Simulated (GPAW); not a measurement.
# Ti (P2/m) in GPAW: notebook

Runs on Ti. Level: PBEsol. Tasks: single point.

Everything below comes from runs of GPAW 26.7.0. Logs are shortened: lines on timing, memory, paths and dates and some standing lists are left out, and cuts for length are marked. The log counts tension as positive stress, the text compression.

## Step 1: The structure

Symmetry: P2/m, No. 10, monoclinic system. The conventional cell has a = 4.488 Å, b = 2.826 Å, c = 4.568 Å, α = 90.00°, β = 118.27°, γ = 90.00°. Ti (site symmetry m) has 7 Ti at 2.59 to 2.95 Å as nearest neighbours. Ti (site symmetry 2/m) has 14 Ti at 2.83 to 3.03 Å as nearest neighbours.

This isn't the form of Ti at room conditions, which is hcp.

## Step 2: Single point, PBEsol, 17.01 Å³/atom

run.py

```python
from ase import Atoms
from ase.dft.bandgap import bandgap
from ase.io import write
from ase.units import GPa
from gpaw import GPAW, PW, setup_paths

setup_paths.insert(0, '.')

atoms = Atoms(['Ti', 'Ti', 'Ti'],
              cell=[[4.5673748306, -0.0913474966, 0.0],
                    [-2.3627966679, 4.0011363802, 0.0],
                    [0.0, 0.0, 2.82624427]],
              scaled_positions=[[0.6666666667, 0.3333333333, 0.5],
                                [0.3333333333, 0.6666666667, 0.5],
                                [0.0, 0.0, 0.0]],
              pbc=True)

calc = GPAW(mode=PW(600),
            xc='PBEsol',
            kpts={'size': (6, 6, 8), 'gamma': True},
            occupations={'name': 'fermi-dirac', 'width': 0.05},
            nbands=34,
            convergence={'density': 1e-05, 'energy': 1e-05},
            maxiter=150,
            txt='gpaw.txt')
atoms.calc = calc
energy = atoms.get_potential_energy()
forces = atoms.get_forces()
stress = atoms.get_stress()
calc.write('gs.gpw')
write('result.traj', atoms)
print(f'Energy: {energy:.6f} eV')
print('Forces (eV/A):')
print(forces.round(4))
print('Stress (GPa):', (stress / GPa).round(3))
print('Fermi level:', round(calc.get_fermi_level(), 4), 'eV')
print(f'Gap: {bandgap(calc)[0]:.4f} eV, direct: {bandgap(calc, direct=True)[0]:.4f} eV')
```

Potentials or basis: PAW data sets generated in the run's folder for this functional, pw.

Launch:

```
gpaw-setup -f PBEsol Ti
OMP_NUM_THREADS=1 python run.py
```

gpaw.txt:

```text
__  _  _
 | _ |_)|_||  |
 |__||  | ||/\| - 26.7.0

Input parameters:
  mode=PW(ecut=600.0),
  convergence={'density': 1e-05, 'energy': 1e-05},
  kpts=MonkhorstPack(size=(6, 6, 8), gamma=True),
  maxiter=150,
  nbands=34,
  occupations=Occupations(name='fermi-dirac', width=0.05),
  xc=XC(name='PBEsol')

Diagonalizing LCAO Hamiltonian
Converting LCAO to pw mode

         Ti
              Ti

       Ti

Atoms  # Å, Bohr magnetons
|   | symbol |         x |        y |        z |    initial magnetic moments |
|---|--------|-----------|----------|----------|-----------------------------|
| 0 |     Ti |  2.257318 | 1.272814 | 1.413122 | ( 0.0000,  0.0000,  0.0000) |
| 1 |     Ti | -0.052740 | 2.636975 | 1.413122 | ( 0.0000,  0.0000,  0.0000) |
| 2 |     Ti |  0.000000 | 0.000000 | 0.000000 | ( 0.0000,  0.0000,  0.0000) |

Unit cell  # Å
| periodic |         x |         y |        z |  lengths |     angles |
|----------|-----------|-----------|----------|----------|------------|
|      yes |  4.567375 | -0.091347 | 0.000000 | 4.568288 |  90.000000 |
|      yes | -2.362797 |  4.001136 | 0.000000 | 4.646709 |  90.000000 |
|      yes |  0.000000 |  0.000000 | 2.826244 | 2.826244 | 121.708948 |

Number of symmetries: 4
Symmetry operations  # r_c * U_cc + t_c -> r_c
|   | kind |            matrix            |
|---|------|------------------------------|
| 0 |  E   |  1, 0, 0,  0, 1, 0,  0, 0, 1 |
| 1 |  σ   |  1, 0, 0,  0, 1, 0,  0, 0,-1 |
| 2 |  C2  | -1, 0, 0,  0,-1, 0,  0, 0, 1 |
| 3 |  i   | -1, 0, 0,  0,-1, 0,  0, 0,-1 |

BZ-sampling:
  Number of BZ points: 288
  Number of IBZ points: 100

  Monkhorst-Pack size: [6, 6, 8]
  Monkhorst-Pack shift: [0.08333333333333333, 0.08333333333333333, 0.0625]

K-points  # in reciprocal-cell coordinates
|     |                                coordinates |     weight |
|-----|--------------------------------------------|------------|
|   0 | (  0.00000000,   0.00000000,   0.00000000) | 0.00347222 |
|   1 | (  0.00000000,   0.00000000,   0.12500000) | 0.00694444 |
|   2 | (  0.00000000,   0.00000000,   0.25000000) | 0.00694444 |
|   3 | (  0.00000000,   0.00000000,   0.37500000) | 0.00694444 |
|   4 | (  0.00000000,   0.00000000,   0.50000000) | 0.00347222 |
|   5 | (  0.00000000,   0.16666667,   0.00000000) | 0.00694444 |
|   6 | (  0.00000000,   0.16666667,   0.12500000) | 0.01388889 |
|   7 | (  0.00000000,   0.16666667,   0.25000000) | 0.01388889 |
|   8 | (  0.00000000,   0.16666667,   0.37500000) | 0.01388889 |
|   9 | (  0.00000000,   0.16666667,   0.50000000) | 0.00694444 |
| ... |                                            |            |
|  99 | (  0.50000000,   0.50000000,   0.50000000) | 0.00347222 |

Plane wave coefficients: 1717
Cutoff: 600.0 eV

Spin-components: 1 (collinear spins)
Bands:           34
Projectors:      18
Spin-degeneracy: 2
Datatype:        complex128

Parallelization:
  kpt:    1
  domain: 1
  band:   1

Density:
  Valence electrons: 36.0
  Components: 1
  Grid points: [27 27 16]
  Charge: 0.0  # |e|

Potential:
  Grid points: [27 27 16]

species:
  Ti:
    name:    Titanium
    Z:       22.0
    valence: 12
    core:    10
    charge:  0.0  # [|e|]
    compensation charges:
      type: gauss
      rc: 0.38  # [Å]
      lmax: 2
    cutoffs:
      filter: 2.23  # [Å]
      core: 1.02  # [Å]
    projectors
    | kind |    occ | energy [eV] | rcut [Å] |
    |------|--------|-------------|----------|
    |   3s |  2.000 |     -62.441 |    1.270 |
    |   4s |  2.000 |      -4.477 |    1.270 |
    |   3p |  6.000 |     -38.776 |    1.058 |
    |   4p |  0.000 |      -1.449 |    1.058 |
    |   3d |  2.000 |      -4.275 |    1.058 |
    |    d |        |      22.937 |    1.058 |

    Using partial waves for Ti as LCAO basis

Reference energy: -69593.242943  # eV

eigensolver:
  PPCG
  Converge bands: occupied
  niter=2

density mixing:
  MSR1-Mixer
  Pratt-step length: 0.05
  Maximum mixing coefficient: 0.75
  Old densities: 10
  SVD Regularization: 0.005
  Good broyden scale: 1.0
  Trust region scale: 1.0
  Backstep threshold: 4.0
  History deletion threshold: 6.0
  Fourier metric: weight=20.0, sigma=0.015

occupation numbers:
  Fermi-Dirac:
    width: 0.0500  # eV

poisson solver:
  ecut: 4800.0  # eV

xc functional:
  name: PBEsol with 2 nearest neighbor stencil

convergence criteria:
- Maximum integral of absolute [dens]ity change: 1e-05 electrons / valence electron
- Maximum [total energy] change in last 3 cyles: 1e-05 eV / valence electron
- Maximum integral of absolute [eigenst]ate change: 4e-08 eV^2 / valence electron
maximum number of iterations: 150

SCF iterations
|iter     | |      energy | eigst |  dens |
|---------|-|-------------|-------|-------|
|iter:   1| |  -22.335738 | -0.09 |       |
|iter:   2| |  -22.149771 | -2.39 | -1.23 |
|iter:   3| |  -22.273351 | -0.93 | -1.26 |
|iter:   4| |  -21.676878 | -1.66 | -1.19 |
|iter:   5| |  -21.523364 | -2.62 | -1.41 |
|iter:   6| |  -21.534471 | -2.73 | -1.90 |
|iter:   7| |  -21.521857 | -3.28 | -2.02 |
|iter:   8| |  -21.521705 | -4.14 | -2.69 |
|iter:   9| |  -21.521723c| -6.19 | -3.68 |
|iter:  10| |  -21.521742c| -6.56 | -3.96 |
|iter:  11| |  -21.521741c| -7.58c| -4.92 |
|iter:  12| |  -21.521741c| -8.18c| -5.48c|

Converged in 12 steps
Energy contributions relative to reference atoms: (reference = -69593.242943)

Energy contributions:
  Kinetic:          14.117270
  Coulomb:         -13.462506
  Zero:              0.048341
  External:          0.000000
  Xc:              -22.211818
  Entropy:          -0.026056
  Spinorbit:         0.000000
  ----------------------------
  Free energy:     -21.534769
  Extrapolated:    -21.521741

dipole moment: (-7.049042, -12.501378, -9.036792)  # |e|*Ang

Fermi level: 8.517
Eigenvalues  # (at kpt = [0.000, 0.000, 0.000])
| band index |      eig [eV] | occ [0-2] |
|------------|---------------|-----------|
|          0 |       -48.086 |     2.000 |
|        ... |               |           |
|         11 |       -23.795 |     2.000 |
|         12 |         2.421 |     2.000 |
|         13 |         6.551 |     2.000 |
|         14 |         7.665 |     2.000 |
|         15 |         7.712 |     2.000 |
|         16 |         7.953 |     2.000 |
[... 8 lines left out ...]
|         25 |        10.473 |     0.000 |
|         26 |        12.250 |     0.000 |
|        ... |               |           |
|         33 |        18.100 |     0.000 |

No gap
No difference between direct/indirect transitions

Forces  # eV/Ang
|        x |        y |       z |
|----------|----------|---------|
|  0.01683 |  0.01504 | 0.00000 |  # Ti   0
| -0.01683 | -0.01504 | 0.00000 |  # Ti   1
|  0.00000 |  0.00000 | 0.00000 |  # Ti   2

Stress tensor  # eV/Ang^3
|         x |         y |        z |
|-----------|-----------|----------|
|  0.023891 | -0.013153 | 0.000000 |
| -0.013153 |  0.025315 | 0.000000 |
|  0.000000 |  0.000000 | 0.024955 |

# Writing to gs.gpw (mode='')
```

It took 57 s on 1 thread of AMD EPYC 9R45 (Zen 5), shared host; peak memory 0.27 GiB.

What came out:

| Quantity | Value |
| --- | --- |
| Free energy | -21.5348 eV |
| Pressure | -4.0 GPa |
| Largest force | 0.023 eV/Å |
| Band gap on the k mesh | none (metal or under the smearing width) |

Caveat: the density grid can change from cell to cell, which puts small steps into energies and stress.

## Step 3: Single point, PBEsol, 17.02 Å³/atom

Edit run.py of step 2 so:

```diff
@@ -9,4 +9,4 @@
 atoms = Atoms(['Ti', 'Ti', 'Ti'],
-              cell=[[4.5673748306, -0.0913474966, 0.0],
-                    [-2.3627966679, 4.0011363802, 0.0],
+              cell=[[4.5673748306, -0.0456737483, 0.0],
+                    [-2.3232420416, 3.9782995061, 0.0],
                     [0.0, 0.0, 2.82624427]],
```

Potentials or basis: PAW data sets generated in the run's folder for this functional, pw.

Launch:

```
gpaw-setup -f PBEsol Ti
OMP_NUM_THREADS=1 python run.py
```

Wall time 56 s (1 thread of AMD EPYC 9R45 (Zen 5), shared host); peak memory 0.27 GiB.

It converged, with:

```
Free energy            : -21.5446 eV
Pressure               : -4.0 GPa
Largest force          : 0.011 eV/Å
Band gap on the k mesh : none (metal or under the smearing width)
```

Caveat: the density grid can change from cell to cell, which puts small steps into energies and stress.
